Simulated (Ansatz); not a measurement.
# SnO: the cost of one run

Program: Ansatz 0.2.0. Level of theory: DFT PBE, scalar-relativistic, plane waves, PAW. These are calculated values, not measurements.

### Step 1. The structure to begin with

The structure is orthorhombic, space group Cmce (No. 64). The conventional cell has a = 5.474 Å, b = 5.476 Å, c = 10.222 Å, α = 90.00°, β = 90.00°, γ = 90.00°. Sn (site symmetry m) is surrounded by 4 O at 2.25 to 2.26 Å. O (site symmetry 2) is surrounded by 4 Sn at 2.25 to 2.26 Å.

Coordinates:

```xyz
64
Lattice="-10.9476 0.0000 0.0000 0.0000 -10.9512 0.0000 0.0000 5.4756 10.2220" Properties=species:S:1:pos:R:3 pbc="T T T"
Sn    0.0000    1.4426    8.8303
Sn    0.0000   -4.0330    8.8303
Sn   -8.2107    4.1804    8.8303
Sn   -8.2107   -1.2952    8.8303
Sn   -5.4738   -4.0330    8.8303
Sn   -5.4738    1.4426    8.8303
Sn   -2.7369   -1.2952    8.8303
Sn   -2.7369    4.1804    8.8303
Sn    0.0000   -1.4426    1.3916
Sn    0.0000   -6.9182    1.3916
Sn   -8.2107   -9.6560    1.3916
Sn   -8.2107   -4.1804    1.3916
Sn   -5.4738   -6.9182    1.3916
Sn   -5.4738   -1.4426    1.3916
Sn   -2.7369   -4.1804    1.3916
Sn   -2.7369   -9.6560    1.3916
Sn    0.0000    1.2952    3.7194
Sn    0.0000   -4.1804    3.7193
Sn   -8.2107   -6.9182    3.7193
Sn   -8.2107   -1.4426    3.7194
Sn   -5.4738   -4.1804    3.7194
Sn   -5.4738    1.2952    3.7193
Sn   -2.7369   -1.4426    3.7193
Sn   -2.7369   -6.9182    3.7194
Sn    0.0000   -1.2952    6.5026
Sn    0.0000   -6.7708    6.5026
Sn   -8.2107    1.4426    6.5026
Sn   -8.2107   -4.0330    6.5026
Sn   -5.4738   -6.7708    6.5026
Sn   -5.4738   -1.2952    6.5026
Sn   -2.7369   -4.0330    6.5026
Sn   -2.7369    1.4426    6.5026
O    -9.5792   -0.0654    2.5555
O    -9.5792   -5.5410    2.5555
O    -6.8423   -8.2788    2.5555
O    -6.8423   -2.8032    2.5555
O    -4.1054   -5.5410    2.5555
O    -4.1054   -0.0654    2.5555
O    -1.3685   -2.8032    2.5555
O    -1.3685   -8.2788    2.5555
O    -9.5792    2.8032    7.6665
O    -9.5792   -2.6724    7.6665
O    -6.8423   -5.4102    7.6665
O    -6.8423    0.0654    7.6665
O    -4.1054   -2.6724    7.6665
O    -4.1054    2.8032    7.6665
O    -1.3685    0.0654    7.6665
O    -1.3685   -5.4102    7.6665
O    -9.5792    0.0654    7.6665
O    -9.5792   -5.4102    7.6665
O    -6.8423    2.8032    7.6665
O    -6.8423   -2.6724    7.6665
O    -4.1054   -5.4102    7.6665
O    -4.1054    0.0654    7.6665
O    -1.3685   -2.6724    7.6665
O    -1.3685    2.8032    7.6665
O    -9.5792   -8.2788    2.5555
O    -9.5792   -2.8032    2.5555
O    -6.8423   -5.5410    2.5555
O    -6.8423   -0.0654    2.5555
O    -4.1054   -2.8032    2.5555
O    -4.1054   -8.2788    2.5555
O    -1.3685   -0.0654    2.5555
O    -1.3685   -5.5410    2.5555
```

The runs take a perfect supercell of 64 atoms; the defect goes to fractional position (0.000, 0.300, 0.864).

### Step 2. The perfect supercell

input.yaml

```yaml
crystal:
  lattice:
    - [-10.947648, 0.0, 0.0]
    - [0.0, -10.951184, 0.0]
    - [0.0, 5.475592, 10.22196]
  atoms:
    - { symbol: Sn, position: [0.0, 0.300202, 0.863858] }
    - { symbol: Sn, position: [0.0, 0.800202, 0.863857] }
    - { symbol: Sn, position: [0.75, 0.050202, 0.863858] }
    - { symbol: Sn, position: [0.75, 0.550202, 0.863858] }
    - { symbol: Sn, position: [0.5, 0.800202, 0.863858] }
    - { symbol: Sn, position: [0.5, 0.300202, 0.863858] }
    - { symbol: Sn, position: [0.25, 0.550202, 0.863857] }
    - { symbol: Sn, position: [0.25, 0.050202, 0.863858] }
    - { symbol: Sn, position: [0.0, 0.199797, 0.136141] }
    - { symbol: Sn, position: [0.0, 0.699798, 0.136142] }
    - { symbol: Sn, position: [0.75, 0.949798, 0.136142] }
    - { symbol: Sn, position: [0.75, 0.449798, 0.136142] }
    - { symbol: Sn, position: [0.5, 0.699798, 0.136142] }
    - { symbol: Sn, position: [0.5, 0.199798, 0.136142] }
    - { symbol: Sn, position: [0.25, 0.449797, 0.136141] }
    - { symbol: Sn, position: [0.25, 0.949798, 0.136142] }
    - { symbol: Sn, position: [0.0, 0.063656, 0.363859] }
    - { symbol: Sn, position: [0.0, 0.563656, 0.363858] }
    - { symbol: Sn, position: [0.75, 0.813656, 0.363858] }
    - { symbol: Sn, position: [0.75, 0.313656, 0.363859] }
    - { symbol: Sn, position: [0.5, 0.563656, 0.363859] }
    - { symbol: Sn, position: [0.5, 0.063656, 0.363858] }
    - { symbol: Sn, position: [0.25, 0.313656, 0.363858] }
    - { symbol: Sn, position: [0.25, 0.813656, 0.363859] }
    - { symbol: Sn, position: [0.0, 0.436344, 0.636142] }
    - { symbol: Sn, position: [0.0, 0.936344, 0.636142] }
    - { symbol: Sn, position: [0.75, 0.186344, 0.636142] }
    - { symbol: Sn, position: [0.75, 0.686344, 0.636142] }
    - { symbol: Sn, position: [0.5, 0.936344, 0.636142] }
    - { symbol: Sn, position: [0.5, 0.436344, 0.636142] }
    - { symbol: Sn, position: [0.25, 0.686344, 0.636142] }
    - { symbol: Sn, position: [0.25, 0.186344, 0.636142] }
    - { symbol: O, position: [0.875, 0.130972, 0.25] }
    - { symbol: O, position: [0.875, 0.630972, 0.25] }
    - { symbol: O, position: [0.625, 0.880972, 0.25] }
    - { symbol: O, position: [0.625, 0.380972, 0.25] }
    - { symbol: O, position: [0.375, 0.630972, 0.25] }
    - { symbol: O, position: [0.375, 0.130972, 0.25] }
    - { symbol: O, position: [0.125, 0.380972, 0.25] }
    - { symbol: O, position: [0.125, 0.880972, 0.25] }
    - { symbol: O, position: [0.875, 0.119028, 0.75] }
    - { symbol: O, position: [0.875, 0.619028, 0.75] }
    - { symbol: O, position: [0.625, 0.869028, 0.75] }
    - { symbol: O, position: [0.625, 0.369028, 0.75] }
    - { symbol: O, position: [0.375, 0.619028, 0.75] }
    - { symbol: O, position: [0.375, 0.119028, 0.75] }
    - { symbol: O, position: [0.125, 0.369028, 0.75] }
    - { symbol: O, position: [0.125, 0.869028, 0.75] }
    - { symbol: O, position: [0.875, 0.369028, 0.75] }
    - { symbol: O, position: [0.875, 0.869028, 0.75] }
    - { symbol: O, position: [0.625, 0.119028, 0.75] }
    - { symbol: O, position: [0.625, 0.619028, 0.75] }
    - { symbol: O, position: [0.375, 0.869028, 0.75] }
    - { symbol: O, position: [0.375, 0.369028, 0.75] }
    - { symbol: O, position: [0.125, 0.619028, 0.75] }
    - { symbol: O, position: [0.125, 0.119028, 0.75] }
    - { symbol: O, position: [0.875, 0.880972, 0.25] }
    - { symbol: O, position: [0.875, 0.380972, 0.25] }
    - { symbol: O, position: [0.625, 0.630972, 0.25] }
    - { symbol: O, position: [0.625, 0.130972, 0.25] }
    - { symbol: O, position: [0.375, 0.380972, 0.25] }
    - { symbol: O, position: [0.375, 0.880972, 0.25] }
    - { symbol: O, position: [0.125, 0.130972, 0.25] }
    - { symbol: O, position: [0.125, 0.630972, 0.25] }
basis:
  ecutwfc: 420
  fft_grid_basis: typed
kpoints:
  mp_grid: { grid: [1, 1, 1] }
hamiltonian:
  xc: pbe
  pseudopotentials: { kind: paw }
scf:
  occupations: { method: gaussian, width: 0.05 }
output:
  forces: true
  stress: false
  eigenvalues: true
  bader: false
  write_density: true
  volumetric_format: npy
```

Command:

```
$ ansatz run input.yaml --threads 8 --pin off --max-ram 16384MiB --backend cpu --events-out ev --progress --plain --runs-dir out
```

Q: Estimate wall time and peak memory on 8 threads of Arm Neoverse V1, shared host.

About 8.7 s, with a peak of 1.6 GiB.
